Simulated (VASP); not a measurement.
Set up this calculation in VASP 6.6.1, as the native input.

* Task: relaxation of cell and atoms
* Functional: PBE
* Potentials or basis: VASP PAW PBE potentials, release 64 (Ba_sv, S)
* Cutoff: 580 eV
* k mesh: 7 × 7 × 7
* Occupations: fermi-dirac, width 0.05 eV
* Spin: no spin polarisation
* Further INCAR settings: ALGO = Fast; EDIFF = 1e-06; IBRION = 2; EDIFFG = -0.01; NSW = 40; ISIF = 3

The structure of BaS lies in POSCAR:

```
BaS
1.0
    0.0000000000      3.1937500000      3.1937500000
    3.1937500000      0.0000000000      3.1937500000
    3.1937500000      3.1937500000      0.0000000000
Ba S
1 1
Direct
    0.0000000000      0.0000000000      0.0000000000
    0.5000000000      0.5000000000      0.5000000000
```

The input as run:

INCAR

```
PREC = Accurate
ENCUT = 580
EDIFF = 1E-6
ISMEAR = -1
SIGMA = 0.05
LREAL = False
LASPH = True
NELM = 100
ALGO = Fast
ISIF = 3
LWAVE = False
LCHARG = False
GGA = PE
IBRION = 2
NSW = 40
EDIFFG = -0.01
```

KPOINTS

```
Automatic mesh
0
Gamma
  7 7 7
```

Potentials or basis: VASP PAW PBE potentials, release 64 (Ba_sv, S).

Command:

```console
$ cat potpaw_PBE.64/Ba_sv/POTCAR potpaw_PBE.64/S/POTCAR > POTCAR
$ mpirun -np 1 vasp_std > vasp.out
```

It gave:

- Relaxed volume: 33.65 Å³/atom
- Relaxed cell: a = 4.566 Å, b = 4.566 Å, c = 4.566 Å, α = 60.00°, β = 60.00°, γ = 60.00°
- Space group after relaxing (to 0.05 Å): Fm-3m (No. 225)
- Energy gained by relaxing: 4.6 meV/atom
- Ionic steps: 3
- Pressure after relaxing: 0.0 GPa
- Band gap on the k mesh: 2.22 eV, indirect (least direct gap 2.38 eV)

Caveat: spin-orbit coupling is left out, which moves the levels of the heavy elements; an odd mesh through Γ misses points on the zone boundary, where band edges often lie.

Wall time 24 s on 1 thread of Intel(R) Xeon(R) 6975P-C (Granite Rapids), on a shared host, peak memory 0.22 GiB.
